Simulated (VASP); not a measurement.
Write the native input for VASP 6.6.1 that does the following.

```
Task                   : band structure
Functional             : PBE
Potentials or basis    : VASP PAW PBE potentials, release 64 (In_d, P)
Cutoff                 : 520 eV
k mesh                 : 8 × 8 × 8
Occupations            : fermi-dirac, width 0.05 eV
Spin                   : no spin polarisation
Further INCAR settings : ALGO = Fast; EDIFF = 1e-07
```

Crystal: InP.

```
CELL_PARAMETERS angstrom
0.00000 2.93050 2.93050
2.93050 0.00000 2.93050
2.93050 2.93050 0.00000
ATOMIC_POSITIONS crystal
In 0.00000 0.00000 0.00000
P 0.75000 0.75000 0.75000
```

These files were run (other wordings do the same):

POSCAR

```
InP
1.0
    0.0000000000      2.9305000000      2.9305000000
    2.9305000000      0.0000000000      2.9305000000
    2.9305000000      2.9305000000      0.0000000000
In P
1 1
Direct
    0.0000000000      0.0000000000      0.0000000000
    0.7500000000      0.7500000000      0.7500000000
```

INCAR.step1

```
SYSTEM = InP
PREC = Accurate
ENCUT = 520
EDIFF = 1E-7
ISMEAR = -1
SIGMA = 0.05
LREAL = .FALSE.
LASPH = .TRUE.
NELM = 100
ALGO = Fast
ISIF = 2
LWAVE = .FALSE.
LCHARG = .TRUE.
GGA = PE
```

KPOINTS.step1

```
regular mesh
0
G
  8 8 8
  0 0 0
```

INCAR.step2

```
SYSTEM = InP
PREC = Accurate
ENCUT = 520
EDIFF = 1E-7
ISMEAR = 0
SIGMA = 0.05
LREAL = .FALSE.
LASPH = .TRUE.
NELM = 100
ALGO = Fast
ISIF = 2
LWAVE = .FALSE.
LCHARG = .FALSE.
GGA = PE
ICHARG = 11
```

KPOINTS.step2

```
path GXWKGLUWLK,UX
15
line-mode
reciprocal
 0.0000000000  0.0000000000  0.0000000000  G
 0.5000000000  0.0000000000  0.5000000000  X

 0.5000000000  0.0000000000  0.5000000000  X
 0.5000000000  0.2500000000  0.7500000000  W

 0.5000000000  0.2500000000  0.7500000000  W
 0.3750000000  0.3750000000  0.7500000000  K

 0.3750000000  0.3750000000  0.7500000000  K
 0.0000000000  0.0000000000  0.0000000000  G

 0.0000000000  0.0000000000  0.0000000000  G
 0.5000000000  0.5000000000  0.5000000000  L

 0.5000000000  0.5000000000  0.5000000000  L
 0.6250000000  0.2500000000  0.6250000000  U

 0.6250000000  0.2500000000  0.6250000000  U
 0.5000000000  0.2500000000  0.7500000000  W

 0.5000000000  0.2500000000  0.7500000000  W
 0.5000000000  0.5000000000  0.5000000000  L

 0.5000000000  0.5000000000  0.5000000000  L
 0.3750000000  0.3750000000  0.7500000000  K

 0.6250000000  0.2500000000  0.6250000000  U
 0.5000000000  0.0000000000  0.5000000000  X
```

Potentials or basis: VASP PAW PBE potentials, release 64 (In_d, P).

The run is started by

```bash
$ cat potpaw_PBE.64/In_d/POTCAR potpaw_PBE.64/P/POTCAR > POTCAR
$ cp INCAR.step1 INCAR
$ cp KPOINTS.step1 KPOINTS
$ mpirun -np 1 vasp_std > vasp.out
$ cp INCAR.step2 INCAR
$ cp KPOINTS.step2 KPOINTS
$ mpirun -np 1 vasp_std > vasp.out
```

Results of the run:

```yaml
Band_gap_on_the_k_mesh: 0.71 eV, direct
Band_gap_along_the_path: 0.71 eV, direct
```

Caveat: the log is that of the step along the path at fixed density, whose energy, stress, charges and moments have no meaning; spin-orbit coupling is left out, which moves the levels of the heavy elements.

Wall time 35 s on 1 thread of Intel(R) Xeon(R) 6975P-C (Granite Rapids), on a shared host, peak memory 0.24 GiB.
